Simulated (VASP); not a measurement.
# Sb (P6_3/mmc) in VASP: a series of runs

The runs below take Sb through single point, with PBEsol.

All numbers are computed with VASP 6.6.1; they aren't measurements. Logs are shortened: lines on timing, memory, paths and dates and some standing lists are left out, and cuts for length are marked.

## (1) The structure

The structure is hexagonal, space group P6_3/mmc (No. 194). The conventional cell has a = 3.323 Å, b = 3.323 Å, c = 5.468 Å, α = 90.00°, β = 90.00°, γ = 120.00°. Sb (site symmetry -6m2) has 12 Sb at 3.32 to 3.34 Å as nearest neighbours.

This isn't the form of Sb at room conditions, which is rhombohedral.

## (2) Single point, PBEsol

Contents of INCAR:

```
ALGO = Normal
EDIFF = 1E-7
ENCUT = 520
GGA = PS
ISIF = 2
ISMEAR = 0
LASPH = T
LCHARG = F
LREAL = F
LWAVE = F
NBANDS = 12
NELM = 100
PREC = Accurate
SIGMA = 0.15
```

Contents of KPOINTS:

```
k-points
0
Gamma
  12 12 6
```

Contents of POSCAR:

```
Sb
1.0
    3.3225106517      0.0000000000      0.0000000000
   -1.6612553259      2.8773786287      0.0000000000
    0.0000000000      0.0000000000      5.4677413049
Sb
2
Direct
    0.3333333333      0.6666666667      0.2500000000
    0.6666666667      0.3333333333      0.7500000000
```

Potentials or basis: VASP PAW PBE potentials, release 64 (Sb).

The run is started by

```sh
$ cat potpaw_PBE.64/Sb/POTCAR > POTCAR
$ mpirun -np 1 vasp_std > vasp.out
```

OUTCAR:

```text
EDIFF = 1E-7
   ENCUT = 520
   GGA = PS
   ISIF = 2
   ISMEAR = 0
   LASPH = T
   LREAL = F
   NELM = 100
   PREC = Accurate

 ion  position               nearest neighbor table
   1  0.333  0.667  0.250-   2 3.34   2 3.34   2 3.34   2 3.34   2 3.34   2 3.34
   2  0.667  0.333  0.750-   1 3.34   1 3.34   1 3.34   1 3.34   1 3.34   1 3.34

  LATTYP: Found a hexagonal cell.
 ALAT       =     3.3225106517
 C/A-ratio  =     1.6456655458

  Lattice vectors:

 A1 = (   3.3225106517,   0.0000000000,   0.0000000000)
 A2 = (  -1.6612553259,   2.8773786287,   0.0000000000)
 A3 = (   0.0000000000,   0.0000000000,   5.4677413049)

Analysis of symmetry for initial positions (statically):
=====================================================================
 Subroutine PRICEL returns:
 Original cell was already a primitive cell.

 Routine SETGRP: Setting up the symmetry group for a
 hexagonal supercell.

 Subroutine GETGRP returns: Found 24 space group operations
 (whereof 12 operations were pure point group operations)
 out of a pool of 24 trial point group operations.

The static configuration has the point symmetry D_3d.
 The point group associated with its full space group is D_6h.

Analysis of symmetry for dynamics (positions and initial velocities):
=====================================================================
 Subroutine PRICEL returns:
 Original cell was already a primitive cell.

 Routine SETGRP: Setting up the symmetry group for a
 hexagonal supercell.

 Subroutine GETGRP returns: Found 24 space group operations
 (whereof 12 operations were pure point group operations)
 out of a pool of 24 trial point group operations.

The dynamic configuration has the point symmetry D_3d.
 The point group associated with its full space group is D_6h.

 Subroutine INISYM returns: Found 24 space group operations
 (whereof 12 operations are pure point group operations),
 and found     1 'primitive' translations

----------------------------------------------------------------------------------------

                                     Primitive cell

  volume of cell :      52.2723

  direct lattice vectors                    reciprocal lattice vectors
     3.322510652  0.000000000  0.000000000     0.300977214  0.173769276  0.000000000
    -1.661255326  2.877378629  0.000000000     0.000000000  0.347538551  0.000000000
     0.000000000  0.000000000  5.467741305     0.000000000  0.000000000  0.182890877

  length of vectors
     3.322510652  3.322510652  5.467741305     0.347538551  0.347538551  0.182890877

  position of ions in fractional coordinates (direct lattice)
     0.333333333  0.666666667  0.250000000
     0.666666667  0.333333333  0.750000000

  ion indices of the primitive-cell ions
   primitive index   ion index
                 1           1
                 2           2

----------------------------------------------------------------------------------------

 KPOINTS: k-points

Automatic generation of k-mesh.
 Grid dimensions read from file:
 generate k-points for:   12   12    6

 Generating k-lattice:

  Cartesian coordinates                     Fractional coordinates (reciprocal lattice)
     0.025081435  0.014480773  0.000000000     0.083333333  0.000000000  0.000000000
     0.000000000  0.028961546  0.000000000     0.000000000  0.083333333  0.000000000
     0.000000000  0.000000000  0.030481813     0.000000000  0.000000000  0.166666667

  Length of vectors
     0.028961546  0.028961546  0.030481813

  Shift w.r.t. Gamma in fractional coordinates (k-lattice)
     0.000000000  0.000000000  0.000000000

 Subroutine IBZKPT returns following result:
 ===========================================

 Found     76 irreducible k-points:

 Following reciprocal coordinates:
            Coordinates               Weight
  0.000000  0.000000  0.000000      1.000000
  0.083333  0.000000  0.000000      6.000000
  0.166667  0.000000  0.000000      6.000000
  0.250000  0.000000  0.000000      6.000000
  0.333333  0.000000  0.000000      6.000000
  0.416667  0.000000  0.000000      6.000000
[... 16 lines left out ...]
  0.250000  0.000000  0.166667     12.000000
  0.333333  0.000000  0.166667     12.000000
 [... further k-points ...]
   k-points           NKPTS =     76   k-points in BZ     NKDIM =     76   number of bands    NBANDS=     12
   number of dos      NEDOS =    301   number of ions     NIONS =      2
   total plane-waves  NPLWV =  32928
   dimension x,y,z NGX =    28 NGY =   28 NGZ =   42
   dimension x,y,z NGXF=    56 NGYF=   56 NGZF=   84
   ions per type =               2
   NGX,Y,Z   is equivalent  to a cutoff of  14.01, 14.01, 12.77 a.u.
   NGXF,Y,Z  is equivalent  to a cutoff of  28.02, 28.02, 25.54 a.u.
 SYSTEM =  unknown system
   PREC   = accura    normal or accurate (medium, high low for compatibility)
   ISTART =      0    job   : 0-new  1-cont  2-samecut
   ICHARG =      2    charge: 1-file 2-atom 10-const
   ISPIN  =      1    spin polarized calculation?
   LNONCOLLINEAR =      F non collinear calculations
   LSORBIT =      F    spin-orbit coupling
   LASPH  =      T    aspherical Exc in radial PAW
   ENCUT  =  520.0 eV  38.22 Ry    6.18 a.u.   6.18  6.18 10.17*2*pi/ulx,y,z
   NELM   =    100;   NELMIN=  2; NELMDL= -5     # of ELM steps
   EDIFF  = 0.1E-06   stopping-criterion for ELM
   LREAL  =      F    real-space projection
   EDIFFG = 0.1E-05   stopping-criterion for IOM
   NSW    =      0    number of steps for IOM
   IBRION =     -1    ionic relax: 0-MD 1-quasi-New 2-CG
   NFREE  =      0    steps in history (QN), initial steepest desc. (CG)
   ISIF   =      2    stress and relaxation
   ISYM   =      2    0-nonsym 1-usesym 2-fastsym
   POTIM  = 0.5000    time-step for ionic-motion
   TEBEG  =    0.0;   TEEND  =   0.0 temperature during run
   PSTRESS=    0.0 pullay stress
   NELECT =      10.0000    total number of electrons
   NUPDOWN=      -1.0000    fix difference up-down
   EMIN   =  10.00;   EMAX   =-10.00  energy-range for DOS
   EFERMI =   0.00;   METHOD = LEGACY
   ISMEAR =     0;   SIGMA  =   0.15  broadening in eV -4-tet -1-fermi 0-gaus
   EFERMI_NEDOS =   21; number of points for ismear=-14 and -15
   IALGO  =     38    algorithm
   IMIX   =      4    mixing-type and parameters
     AMIX     =   0.40;   BMIX     =  1.00
     AMIX_MAG =   1.60;   BMIX_MAG =  1.00
  volume/ion in A,a.u.               =      26.14       176.38
  Fermi-wavevector in a.u.,A,eV,Ry     =   0.943303  1.782583 12.106734  0.889820
  Thomas-Fermi vector in A             =   2.070997
   LORBIT       =      0    0 simple, 1 ext, 2 COOP (PROOUT), +10 PAW based schemes
   GGA     = PS    functional components
   LHFCALC =     F    Hartree Fock is set to
   AEXX    =    0.0000 exact exchange contribution
   IVDW    =     0    specifies the selected vdW correction
   LEPSILON=     F    determine dielectric tensor
   LRPA    =     F    only Hartree local field effects (RPA)
 non-spin polarized calculation
 Gauss-broadening in eV      SIGMA  =   0.15
  energy-cutoff  :      520.00
  volume of cell :       52.27
 maximum number of plane-waves:      1422
 NGX is ok and might be reduce to    28
   NGX = 13   NGY = 13   NGZ = 21

 number of electron      10.0000000 magnetization

 Free energy of the ion-electron system (eV)
  ---------------------------------------------------
  ext. energy  EPLUGINS =         0.00000000
  ---------------------------------------------------
  free energy    TOTEN  =        -8.70829614 eV

  energy without entropy =       -8.69817942  energy(sigma->0) =       -8.70323778

 E-fermi :   8.7067     XC(G=0): -10.4607

 val. band max:        8.6444708145   @ k =   0.4167   0.1667   0.0000
 cond. band min:       8.7753558390   @ k =   0.2500   0.2500   0.1667
 fundamental gap:      0.1308850245
 Fermi energy:         8.7067074190

 k-point     1 :       0.0000    0.0000    0.0000
  band No.  band energies     occupation
      1      -4.4033      2.00000
      2      -0.5507      2.00000
      3       2.7361      2.00000
      4      12.5757      0.00000
      5      12.5757      0.00000
      6      14.2263      0.00000
      7      14.2263      0.00000
      8      14.2772      0.00000
      9      16.7181      0.00000
     10      17.7843      0.00000
     11      18.8894      0.00000
     12      18.8894      0.00000

 k-point     2 :       0.0833    0.0000    0.0000
  band No.  band energies     occupation
      1      -4.2767      2.00000
      2      -0.4379      2.00000
      3       2.8681      2.00000
      4      11.3103      0.00000
      5      12.0879      0.00000
      6      13.5456      0.00000
      7      14.1646      0.00000
      8      14.3297      0.00000
      9      16.9229      0.00000
     10      17.7527      0.00000
     11      18.9448      0.00000
     12      19.0225      0.00000

 k-point     3 :       0.1667    0.0000    0.0000
  band No.  band energies     occupation
      1      -3.8984      2.00000
      2      -0.1064      2.00000
      3       3.2606      2.00000
      4       9.1000      0.00021
      5      11.2121      0.00000
      6      11.9704      0.00000
      7      13.6428      0.00000
      8      14.1082      0.00000
      9      15.5813      0.00000
     10      17.7877      0.00000
     11      18.6232      0.00000
     12      19.2657      0.00000
[... 286 lines left out ...]
 k-point    23 :       0.2500    0.0000    0.1667
  band No.  band energies     occupation
      1      -3.1356      2.00000
      2      -0.1551      2.00000
      3       4.6815      2.00000
      4       7.1049      2.00000
      5       9.5332      0.00000
      6      10.5292      0.00000
      7      12.4464      0.00000
      8      13.1964      0.00000
      9      14.6571      0.00000
     10      16.3802      0.00000
     11      17.2100      0.00000
     12      19.3789      0.00000

 k-point    24 :       0.3333    0.0000    0.1667
  band No.  band energies     occupation
      1      -2.2844      2.00000
      2       0.5234      2.00000
      3       4.6731      2.00000
      4       6.0197      2.00000
      5       7.5903      2.00000
      6       9.8951      0.00000
      7      11.4036      0.00000
      8      12.6473      0.00000
      9      13.9797      0.00000
     10      15.7952      0.00000
     11      17.1548      0.00000
     12      18.9571      0.00000

 [... further k-points ...]

------------------------ aborting loop because EDIFF is reached ----------------------------------------

  FORCE on cell =-STRESS in cart. coord.  units (eV):
  Direction    XX          YY          ZZ          XY          YZ          ZX
  --------------------------------------------------------------------------------------
  -------------------------------------------------------------------------------------
  Total       -0.0045849     -0.0045849      0.1516042      0.0000000      0.0000000      0.0000000
  in kB       -0.1405303     -0.1405303      4.6467635      0.0000000      0.0000000      0.0000000
  external PRESSURE =       1.4552343 kB  Pullay stress =       0.0000000 kB

 VOLUME and BASIS-vectors are now :
 -----------------------------------------------------------------------------
  energy-cutoff  :      520.00
  volume of cell :       52.27
      direct lattice vectors                 reciprocal lattice vectors
     3.322510652  0.000000000  0.000000000     0.300977214  0.173769276  0.000000000
    -1.661255326  2.877378629  0.000000000     0.000000000  0.347538551  0.000000000
     0.000000000  0.000000000  5.467741305     0.000000000  0.000000000  0.182890877

 POSITION                                       TOTAL-FORCE (eV/Angst)
 -----------------------------------------------------------------------------------
     -0.00000      1.91825      1.36694         0.000000     -0.000000      0.000000
      1.66126      0.95913      4.10081        -0.000000      0.000000      0.000000
 -----------------------------------------------------------------------------------
    total drift:                               -0.000000      0.000000     -0.000000

  FREE ENERGIE OF THE ION-ELECTRON SYSTEM (eV)
  ---------------------------------------------------
  free  energy   TOTEN  =        -8.7082961431 eV

  energy  without entropy=       -8.6981794157  energy(sigma->0) =       -8.70323778
```

Run time: 28 s. Hardware: 1 thread of Intel Xeon Platinum 8488C (Sapphire Rapids), shared host; peak memory 0.19 GiB.

Results:

```yaml
Free_energy: -8.7083 eV
Pressure: 0.1 GPa
Band_gap_on_the_k_mesh: none (metal or under the smearing width)
```

Caveat: the PAW data sets were made with another functional, which shifts forces and pressure a little.

[end of part 1 of 3]
